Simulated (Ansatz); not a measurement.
# Si (Fd-3m) in Ansatz: further runs

Aim: see how the results for Si move with the level of theory and the settings. Levels: PBEsol, BLYP+D3(BJ), r2SCANh+D4. Tasks: band structure, projected density of states.

All numbers are computed with Ansatz 0.2.0; they aren't measurements. Logs are shortened: lines on timing, memory, paths and dates and some standing lists are left out, and cuts for length are marked.

## (1) The structure

Symmetry: Fd-3m, No. 227, cubic system. Conventional cell: a = 5.444 Å, b = 5.444 Å, c = 5.444 Å, α = 90.00°, β = 90.00°, γ = 90.00°. Si (site symmetry -43m) is surrounded by 4 Si at 2.36 Å.

## (2) Band structure, PBEsol

run.py

```python
import json

import ase.io
import numpy as np

import ansatz as az

atoms = ase.io.read("Si.xyz")

calculation = (
    az.Crystal.from_ase(atoms)
    .symmetry(detect=False)
    .calculation()
    .kpoints(8, 8, 8)
    .functional("pbesol")
    .pseudopotentials(kind="nc", accuracy="standard", xc_functional="pbesol")
    .scf(extra_bands=1)
    .occupations(method="fixed")
    .band_structure(path=(((0.0, 0.0, 0.0), (0.5, 0.0, 0.5), (0.5, 0.25, 0.75), (0.375, 0.375, 0.75), (0.0, 0.0,
        0.0), (0.5, 0.5, 0.5), (0.625, 0.25, 0.625), (0.5, 0.25, 0.75), (0.5, 0.5, 0.5), (0.375, 0.375, 0.75)),
        ((0.625, 0.25, 0.625), (0.5, 0.0, 0.5))), intervals=14)
    .density()
    .potential()
    .output_files(volumetric_format="npy")
    .electron_localization_function()
    .forces()
    .stress()
    .band_table(publish=True)
)
outcome = calculation.run(threads=2, events_out="events.jsonl")

report = outcome.report
for line in open("events.jsonl"):
    event = json.loads(line)
    if event["event"] == "scf_iter":
        d = event["data"]
        print(f"SCF {d['iter']:3d}  HF = {d['harris_foulkes_ev']:.6f} eV  dr2 = {d['dr2_ev']:.2e} eV")
    elif event["event"] in ("relax_step", "md_step"):
        d = event["data"]
        print(f"{event['event']} {d['step']:3d}  E = {d['lagrangian_ev']:.6f} eV")
np.set_printoptions(precision=5, suppress=True, linewidth=110)
print("converged:", report["converged"], "after", report["n_iterations"], "iterations")
print(f"free energy {report['free_energy_ev']:.6f} eV, Fermi level {report['fermi_energy_ev']:.4f} eV")
for key in ("band_edges_ev", "magnetization_mub", "site_moments_mub", "site_moments_nc_mub", "forces_ev_ang",
                "stress_gpa", "kpoints_frac", "eigenvalues_ev"):
    if report.get(key) is not None:
        print(key, np.array(report[key]), sep="\n")
```

Si.xyz

```xyz
2
Lattice="0.0000000000 2.7218511865 2.7218511865 2.7218511865 0.0000000000 2.7218511865 2.7218511865 2.7218511865 0.0000000000" Properties=species:S:1:pos:R:3 pbc="T T T"
Si     2.7218511865      2.7218511865      2.7218511865
Si     4.0827767798      4.0827767798      4.0827767798
```

Potentials or basis: PseudoDojo PBEsol.

On the command line:

```sh
> python run.py
```

Log:

```text
DeckWarning: basis.ecutwfc = 489.804952 eV, auto-derived from the records' recommended cutoffs: set by Si (normal level)
PlacementWarning: RAYON_NUM_THREADS=2 ignored (pool sized by the plan → 2); use plan(threads=…)
SCF   1  HF = -230.500400 eV  dr2 = 7.47e-01 eV
SCF   2  HF = -230.314129 eV  dr2 = 1.18e-01 eV
SCF   3  HF = -230.285708 eV  dr2 = 5.87e-04 eV
SCF   4  HF = -230.285692 eV  dr2 = 2.03e-06 eV
SCF   5  HF = -230.285694 eV  dr2 = 5.59e-08 eV
SCF   6  HF = -230.285694 eV  dr2 = 3.69e-09 eV
converged: True after 6 iterations
free energy -230.285694 eV, Fermi level 6.1068 eV
band_edges_ev
[6.10679 6.62479]
magnetization_mub
0.0
forces_ev_ang
[[ 0. -0. -0.]
 [ 0.  0. -0.]]
stress_gpa
[[-0.62496  0.00001  0.00004]
 [ 0.00001 -0.62496  0.00005]
 [ 0.00004  0.00005 -0.62496]]
kpoints_frac
[[ 0.     0.     0.   ]
 [ 0.     0.     0.125]
 [ 0.     0.     0.25 ]
 [ 0.     0.     0.375]
 [ 0.     0.    -0.5  ]
 [ 0.     0.125  0.   ]
 [ 0.     0.125  0.125]
 [ 0.     0.125  0.25 ]
 [ 0.     0.125  0.375]
 [ 0.     0.125 -0.5  ]
 [ 0.     0.125 -0.375]
 [ 0.     0.125 -0.25 ]
 [ 0.     0.125 -0.125]
 [ 0.     0.25   0.   ]
 [ 0.     0.25   0.125]
 [ 0.     0.25   0.25 ]
 [ 0.     0.25   0.375]
 [ 0.     0.25  -0.5  ]
 [ 0.     0.25  -0.375]
 [ 0.     0.25  -0.25 ]
 [ 0.     0.25  -0.125]
 [ 0.     0.375  0.   ]
 [ 0.     0.375  0.125]
 [ 0.     0.375  0.25 ]
 [ 0.     0.375  0.375]
 [ 0.     0.375 -0.5  ]
 [ 0.     0.375 -0.375]
 [ 0.     0.375 -0.25 ]
 [ 0.     0.375 -0.125]
 [ 0.    -0.5    0.   ]
 [ 0.    -0.5    0.125]
 [ 0.    -0.5    0.25 ]
 [ 0.    -0.5    0.375]
 [ 0.    -0.5   -0.5  ]
 [ 0.125  0.     0.   ]
 [ 0.125  0.     0.125]
 [ 0.125  0.     0.25 ]
 [ 0.125  0.     0.375]
 [ 0.125  0.    -0.5  ]
 [ 0.125  0.    -0.375]
 [ 0.125  0.    -0.25 ]
 [ 0.125  0.    -0.125]
 [ 0.125  0.125  0.   ]
 [ 0.125  0.125  0.125]
 [ 0.125  0.125  0.25 ]
 [ 0.125  0.125  0.375]
 [ 0.125  0.125 -0.5  ]
 [ 0.125  0.125 -0.375]
 [ 0.125  0.125 -0.25 ]
 [ 0.125  0.125 -0.125]
 [ 0.125  0.25   0.   ]
 [ 0.125  0.25   0.125]
 [ 0.125  0.25   0.25 ]
 [ 0.125  0.25   0.375]
 [ 0.125  0.25  -0.5  ]
 [ 0.125  0.25  -0.375]
 [ 0.125  0.25  -0.25 ]
 [ 0.125  0.25  -0.125]
 [ 0.125  0.375  0.   ]
 [ 0.125  0.375  0.125]
 [ 0.125  0.375  0.25 ]
 [ 0.125  0.375  0.375]
 [ 0.125  0.375 -0.5  ]
 [ 0.125  0.375 -0.375]
 [ 0.125  0.375 -0.25 ]
 [ 0.125  0.375 -0.125]
 [ 0.125 -0.5    0.   ]
 [ 0.125 -0.5    0.125]
 [ 0.125 -0.5    0.25 ]
 [ 0.125 -0.5    0.375]
 [ 0.125 -0.5   -0.5  ]
 [ 0.125 -0.5   -0.375]
 [ 0.125 -0.5   -0.25 ]
 [ 0.125 -0.5   -0.125]
 [ 0.125 -0.375  0.   ]
 [ 0.125 -0.375  0.125]
 [ 0.125 -0.375  0.25 ]
 [ 0.125 -0.375  0.375]
 [ 0.125 -0.375 -0.5  ]
 [ 0.125 -0.375 -0.375]
 [ 0.125 -0.375 -0.25 ]
 [ 0.125 -0.375 -0.125]
 [ 0.125 -0.25   0.   ]
 [ 0.125 -0.25   0.125]
 [ 0.125 -0.25   0.25 ]
 [ 0.125 -0.25   0.375]
 [ 0.125 -0.25  -0.5  ]
 [ 0.125 -0.25  -0.375]
 [ 0.125 -0.25  -0.25 ]
 [ 0.125 -0.25  -0.125]
 [ 0.125 -0.125  0.   ]
 [ 0.125 -0.125  0.125]
 [ 0.125 -0.125  0.25 ]
 [ 0.125 -0.125  0.375]
 [ 0.125 -0.125 -0.5  ]
 [ 0.125 -0.125 -0.375]
 [ 0.125 -0.125 -0.25 ]
 [ 0.125 -0.125 -0.125]
 [ 0.25   0.     0.   ]
 [ 0.25   0.     0.125]
 [ 0.25   0.     0.25 ]
 [ 0.25   0.     0.375]
 [ 0.25   0.    -0.5  ]
 [ 0.25   0.    -0.375]
 [ 0.25   0.    -0.25 ]
 [ 0.25   0.    -0.125]
 [ 0.25   0.125  0.   ]
 [ 0.25   0.125  0.125]
 [ 0.25   0.125  0.25 ]
 [ 0.25   0.125  0.375]
 [ 0.25   0.125 -0.5  ]
 [ 0.25   0.125 -0.375]
 [ 0.25   0.125 -0.25 ]
 [ 0.25   0.125 -0.125]
 [ 0.25   0.25   0.   ]
 [ 0.25   0.25   0.125]
 [ 0.25   0.25   0.25 ]
 [ 0.25   0.25   0.375]
 [ 0.25   0.25  -0.5  ]
 [ 0.25   0.25  -0.375]
 [ 0.25   0.25  -0.25 ]
 [ 0.25   0.25  -0.125]
 [ 0.25   0.375  0.   ]
 [ 0.25   0.375  0.125]
 [ 0.25   0.375  0.25 ]
 [ 0.25   0.375  0.375]
 [ 0.25   0.375 -0.5  ]
 [ 0.25   0.375 -0.375]
 [ 0.25   0.375 -0.25 ]
 [ 0.25   0.375 -0.125]
 [ 0.25  -0.5    0.   ]
 [ 0.25  -0.5    0.125]
 [ 0.25  -0.5    0.25 ]
 [ 0.25  -0.5    0.375]
 [ 0.25  -0.5   -0.5  ]
 [ 0.25  -0.5   -0.375]
 [ 0.25  -0.5   -0.25 ]
 [ 0.25  -0.5   -0.125]
 [ 0.25  -0.375  0.   ]
 [ 0.25  -0.375  0.125]
 [ 0.25  -0.375  0.25 ]
 [ 0.25  -0.375  0.375]
 [ 0.25  -0.375 -0.5  ]
 [ 0.25  -0.375 -0.375]
 [ 0.25  -0.375 -0.25 ]
 [ 0.25  -0.375 -0.125]
 [ 0.25  -0.25   0.   ]
 [ 0.25  -0.25   0.125]
 [ 0.25  -0.25   0.25 ]
 [ 0.25  -0.25   0.375]
 [ 0.25  -0.25  -0.5  ]
 [ 0.25  -0.25  -0.375]
 [ 0.25  -0.25  -0.25 ]
 [ 0.25  -0.25  -0.125]
 [ 0.25  -0.125  0.   ]
 [ 0.25  -0.125  0.125]
 [ 0.25  -0.125  0.25 ]
 [ 0.25  -0.125  0.375]
 [ 0.25  -0.125 -0.5  ]
 [ 0.25  -0.125 -0.375]
 [ 0.25  -0.125 -0.25 ]
 [ 0.25  -0.125 -0.125]
 [ 0.375  0.     0.   ]
 [ 0.375  0.     0.125]
 [ 0.375  0.     0.25 ]
 [ 0.375  0.     0.375]
 [ 0.375  0.    -0.5  ]
 [ 0.375  0.    -0.375]
 [ 0.375  0.    -0.25 ]
 [ 0.375  0.    -0.125]
 [ 0.375  0.125  0.   ]
 [ 0.375  0.125  0.125]
 [ 0.375  0.125  0.25 ]
 [ 0.375  0.125  0.375]
 [ 0.375  0.125 -0.5  ]
 [ 0.375  0.125 -0.375]
 [ 0.375  0.125 -0.25 ]
 [ 0.375  0.125 -0.125]
 [ 0.375  0.25   0.   ]
 [ 0.375  0.25   0.125]
 [ 0.375  0.25   0.25 ]
 [ 0.375  0.25   0.375]
 [ 0.375  0.25  -0.5  ]
 [ 0.375  0.25  -0.375]
 [ 0.375  0.25  -0.25 ]
 [ 0.375  0.25  -0.125]
 [ 0.375  0.375  0.   ]
 [ 0.375  0.375  0.125]
 [ 0.375  0.375  0.25 ]
 [ 0.375  0.375  0.375]
 [ 0.375  0.375 -0.5  ]
 [ 0.375  0.375 -0.375]
 [ 0.375  0.375 -0.25 ]
 [ 0.375  0.375 -0.125]
 [ 0.375 -0.5    0.   ]
 [ 0.375 -0.5    0.125]
 [ 0.375 -0.5    0.25 ]
 [ 0.375 -0.5    0.375]
 [ 0.375 -0.5   -0.5  ]
 [ 0.375 -0.5   -0.375]
 [ 0.375 -0.5   -0.25 ]
 [ 0.375 -0.5   -0.125]
 [ 0.375 -0.375  0.   ]
 [ 0.375 -0.375  0.125]
 [ 0.375 -0.375  0.25 ]
 [ 0.375 -0.375  0.375]
 [ 0.375 -0.375 -0.5  ]
 [ 0.375 -0.375 -0.375]
 [ 0.375 -0.375 -0.25 ]
 [ 0.375 -0.375 -0.125]
 [ 0.375 -0.25   0.   ]
 [ 0.375 -0.25   0.125]
 [ 0.375 -0.25   0.25 ]
 [ 0.375 -0.25   0.375]
 [ 0.375 -0.25  -0.5  ]
 [ 0.375 -0.25  -0.375]
 [ 0.375 -0.25  -0.25 ]
 [ 0.375 -0.25  -0.125]
 [ 0.375 -0.125  0.   ]
 [ 0.375 -0.125  0.125]
 [ 0.375 -0.125  0.25 ]
 [ 0.375 -0.125  0.375]
 [ 0.375 -0.125 -0.5  ]
 [ 0.375 -0.125 -0.375]
 [ 0.375 -0.125 -0.25 ]
 [ 0.375 -0.125 -0.125]
 [-0.5    0.     0.   ]
 [-0.5    0.     0.125]
 [-0.5    0.     0.25 ]
 [-0.5    0.     0.375]
 [-0.5    0.    -0.5  ]
 [-0.5    0.125  0.   ]
 [-0.5    0.125  0.125]
 [-0.5    0.125  0.25 ]
 [-0.5    0.125  0.375]
 [-0.5    0.125 -0.5  ]
 [-0.5    0.125 -0.375]
 [-0.5    0.125 -0.25 ]
 [-0.5    0.125 -0.125]
 [-0.5    0.25   0.   ]
 [-0.5    0.25   0.125]
 [-0.5    0.25   0.25 ]
 [-0.5    0.25   0.375]
 [-0.5    0.25  -0.5  ]
 [-0.5    0.25  -0.375]
 [-0.5    0.25  -0.25 ]
 [-0.5    0.25  -0.125]
 [-0.5    0.375  0.   ]
 [-0.5    0.375  0.125]
 [-0.5    0.375  0.25 ]
 [-0.5    0.375  0.375]
 [-0.5    0.375 -0.5  ]
 [-0.5    0.375 -0.375]
 [-0.5    0.375 -0.25 ]
 [-0.5    0.375 -0.125]
 [-0.5   -0.5    0.   ]
 [-0.5   -0.5    0.125]
 [-0.5   -0.5    0.25 ]
 [-0.5   -0.5    0.375]
 [-0.5   -0.5   -0.5  ]]
eigenvalues_ev
[[-5.83537  6.10678  6.10678  6.10679  8.61702]
 [-5.63189  4.4926   5.81564  5.81565  8.52228]
 [-5.03804  2.16377  5.34439  5.34439  8.03299]
 ...
 [-3.12394 -0.27984  2.54985  3.89656  7.53094]
 [-3.4211  -0.65324  3.81033  4.54117  8.20932]
 [-3.50648 -0.87683  4.90702  4.90703  7.53684]]
```

It took 6.6 s on 2 threads of Arm Neoverse V2, shared host; peak memory 0.47 GiB.

What came out:

- Free energy: -230.2857 eV
- Pressure: -0.6 GPa
- Band gap on the k mesh: 0.52 eV, indirect (least direct gap 2.51 eV)
- Band gap along the path: 0.47 eV, indirect (least direct gap 2.51 eV)

Levels at the corners of the path, in eV from the valence-band top:
```csv
point,band 1,band 2,band 3,band 4,band 5
Γ,-11.94,0.00,0.00,0.00,2.51
X,-7.81,-7.81,-2.86,-2.86,0.61
W,-7.64,-7.64,-3.88,-3.88,4.18
K,-8.22,-7.22,-4.33,-2.43,1.10
Γ,-11.94,0.00,0.00,0.00,2.51
L,-9.61,-6.98,-1.20,-1.20,1.43
U,-8.22,-7.22,-4.33,-2.43,1.10
W,-7.64,-7.64,-3.88,-3.88,4.18
L,-9.61,-6.98,-1.20,-1.20,1.43
K,-8.22,-7.22,-4.33,-2.43,1.10
U,-8.22,-7.22,-4.33,-2.43,1.10
X,-7.81,-7.81,-2.86,-2.86,0.61
```

## (3) Projected density of states, BLYP+D3(BJ), non-collinear spin, ferrimagnetic start (volume scaled by 1.04)

run.py

```python
import json

import ase.io
import numpy as np

import ansatz as az

atoms = ase.io.read("Si.xyz")
atoms.set_initial_magnetic_moments([[0.289, 0.289, 0.289], [-0.144, -0.144, -0.144]])

calculation = (
    az.Crystal.from_ase(atoms)
    .calculation()
    .kpoints(8, 8, 8)
    .functional("blyp", dispersion="d3bj")
    .pseudopotentials(kind="paw")
    .spin("noncollinear", soc=False)
    .scf(extra_bands=6)
    .occupations(method="fixed")
    .density_of_states(energy_step=0.05, projected=True, nscf_kmesh=(12, 12, 12))
    .forces()
    .stress()
    .band_table(publish=True)
)
outcome = calculation.run(threads=2, events_out="events.jsonl")

report = outcome.report
for line in open("events.jsonl"):
    event = json.loads(line)
    if event["event"] == "scf_iter":
        d = event["data"]
        print(f"SCF {d['iter']:3d}  HF = {d['harris_foulkes_ev']:.6f} eV  dr2 = {d['dr2_ev']:.2e} eV")
    elif event["event"] in ("relax_step", "md_step"):
        d = event["data"]
        print(f"{event['event']} {d['step']:3d}  E = {d['lagrangian_ev']:.6f} eV")
np.set_printoptions(precision=5, suppress=True, linewidth=110)
print("converged:", report["converged"], "after", report["n_iterations"], "iterations")
print(f"free energy {report['free_energy_ev']:.6f} eV, Fermi level {report['fermi_energy_ev']:.4f} eV")
for key in ("band_edges_ev", "magnetization_mub", "site_moments_mub", "site_moments_nc_mub", "forces_ev_ang",
                "stress_gpa"):
    if report.get(key) is not None:
        print(key, np.array(report[key]), sep="\n")
```

Si.xyz

```xyz
2
Lattice="0.0000000000 2.7576691254 2.7576691254 2.7576691254 0.0000000000 2.7576691254 2.7576691254 2.7576691254 0.0000000000" Properties=species:S:1:pos:R:3 pbc="T T T"
Si     2.7576691254      2.7576691254      2.7576691254
Si     4.1365036881      4.1365036881      4.1365036881
```

Potentials or basis: Ansatz PAW.

On the command line:

```sh
> python run.py
```

It took 6.7 s on 2 threads of Arm Neoverse V2, shared host; peak memory 0.46 GiB.

The run converged. Its results:

| Item | Value |
| --- | --- |
| Free energy | -1280.2660 eV |
| Pressure | -4.0 GPa |
| Band gap on the k mesh | 0.89 eV, indirect (least direct gap 2.58 eV) |
| Net moment | 0.00 μB per cell |
| Absolute moment | 0.00 μB per cell |

Levels at points of the mesh, in eV from the valence-band top:
```
             k point  band 6  band 7  band 8  band 9  band 10  band 11
  (0.00, 0.00, 0.00)    0.00    0.00    0.00    2.67     2.67     2.67
 (0.00, 0.00, -0.50)   -1.13   -1.13   -1.13    1.45     1.45     3.52
(0.00, -0.50, -0.50)   -2.65   -2.65   -2.65    1.02     1.02     1.02
```

States per cell in windows of 1 eV (zero at the valence-band top; states under -8 eV left out):
```tsv
from (eV)	total	Si 3p	Si 3s
-8.0	0.21	0.08	0.13
-7.0	0.88	0.45	0.42
-6.0	0.48	0.26	0.21
-5.0	0.26	0.15	0.11
-4.0	1.05	0.95	0.09
-3.0	1.49	1.39	0.08
-2.0	1.34	1.29	0.04
-1.0	0.40	0.38	0.01
0.0	0.00	0.00	0.00
1.0	0.51	0.30	0.14
2.0	1.51	0.89	0.40
3.0	1.61	1.07	0.21
4.0	1.21	0.77	0.10
5.0	0.78	0.44	0.09
6.0	0.22	0.14	0.02
7.0	0.10	0.07	0.01
```

Moments on the atoms (μB; x, y, z):
```
Si  0.00 0.00 0.00
Si  0.00 0.00 0.00
```

Caveat: the potentials were made for another functional, which shifts forces and pressure; the starting moments weren't kept.

## (4) Projected density of states, BLYP+D3(BJ), non-collinear spin, ferrimagnetic start (volume scaled by 1.04)

input.yaml

```yaml
crystal:
  lattice:
    - [0.0, 2.7576691254, 2.7576691254]
    - [2.7576691254, 0.0, 2.7576691254]
    - [2.7576691254, 2.7576691254, 0.0]
  atoms:
    - { symbol: Si, position: [0.5, 0.5, 0.5], spin: 0.501, spin_axis: [0.289, 0.289, 0.289] }
    - { symbol: Si, position: [0.75, 0.75, 0.75], spin: 0.249, spin_axis: [-0.144, -0.144, -0.144] }
hamiltonian:
  xc: blyp
  pseudopotentials: { kind: paw }
  dispersion: d3bj
magnetization:
  noncollinear: true
  spin_orbit: false
kpoints:
  mp_grid: { grid: [8, 8, 8] }
scf:
  occupations: { method: fixed }
  n_extra_bands: 6
output:
  forces: true
  stress: true
  eigenvalues: true
  dos: { projected: true, de: 0.05, nscf_kmesh: { grid: [12, 12, 12] } }
```

On the command line:

```sh
> ansatz run input.yaml --threads 2 --pin off --max-ram 5120MiB --backend cpu --events-out ev --progress --plain --runs-dir out
```

Wall time 5.8 s (2 threads of Arm Neoverse V2, shared host); peak memory 0.33 GiB.

It converged, with:

```yaml
Free_energy: -1280.2660 eV
Pressure: -4.0 GPa
Band_gap_on_the_k_mesh: 0.89 eV, indirect (least direct gap 2.58 eV)
Net_moment: 0.00 μB per cell
Absolute_moment: 0.00 μB per cell
```

Levels at points of the mesh, in eV from the valence-band top:
```
             k point  band 5  band 6  band 7  band 8  band 9  band 10  band 11  band 12
  (0.00, 0.00, 0.00)    0.00    0.00    0.00    0.00    2.67     2.67     2.67     2.67
 (0.00, 0.00, -0.50)   -1.13   -1.13   -1.13   -1.13    1.45     1.45     3.52     3.52
(0.00, -0.50, -0.50)   -2.65   -2.65   -2.65   -2.65    1.02     1.02     1.02     1.02
```

States per cell in windows of 0.5 eV (zero at the valence-band top; states under -8 eV left out):
| from (eV) | total | Si 3p | Si 3s |
| --- | --- | --- | --- |
| -8.0 | 0.10 | 0.04 | 0.06 |
| -7.5 | 0.11 | 0.04 | 0.06 |
| -7.0 | 0.35 | 0.16 | 0.18 |
| -6.5 | 0.53 | 0.29 | 0.23 |
| -6.0 | 0.28 | 0.15 | 0.12 |
| -5.5 | 0.20 | 0.11 | 0.09 |
| -5.0 | 0.15 | 0.08 | 0.06 |
| -4.5 | 0.11 | 0.07 | 0.05 |
| -4.0 | 0.48 | 0.43 | 0.04 |
| -3.5 | 0.57 | 0.51 | 0.05 |
| -3.0 | 0.70 | 0.66 | 0.04 |
| -2.5 | 0.78 | 0.74 | 0.03 |
| -2.0 | 0.71 | 0.68 | 0.02 |
| -1.5 | 0.63 | 0.61 | 0.01 |
| -1.0 | 0.30 | 0.28 | 0.01 |
| -0.5 | 0.10 | 0.10 | 0.00 |
| 0.0 | 0.00 | 0.00 | 0.00 |
| 0.5 | 0.00 | 0.00 | 0.00 |
| 1.0 | 0.14 | 0.08 | 0.04 |
| 1.5 | 0.37 | 0.22 | 0.10 |
| 2.0 | 0.77 | 0.45 | 0.22 |
| 2.5 | 0.73 | 0.44 | 0.18 |
| 3.0 | 0.58 | 0.38 | 0.09 |
| 3.5 | 1.03 | 0.69 | 0.12 |
| 4.0 | 0.63 | 0.42 | 0.06 |
| 4.5 | 0.57 | 0.35 | 0.04 |
| 5.0 | 0.46 | 0.26 | 0.06 |
| 5.5 | 0.32 | 0.19 | 0.03 |
| 6.0 | 0.13 | 0.08 | 0.01 |
| 6.5 | 0.09 | 0.06 | 0.01 |
| 7.0 | 0.06 | 0.04 | 0.00 |
| 7.5 | 0.04 | 0.03 | 0.00 |

Moments on the atoms (μB; x, y, z):
```
Si  0.00 0.00 0.00
Si  0.00 0.00 0.00
```

Caveat: the PAW data sets come from PBE, with cores solved anew for the run's functional, which leaves a small shift of forces and pressure; the starting moments weren't kept. A k mesh can miss the band edges.

(Continued in part 2 of 2.)
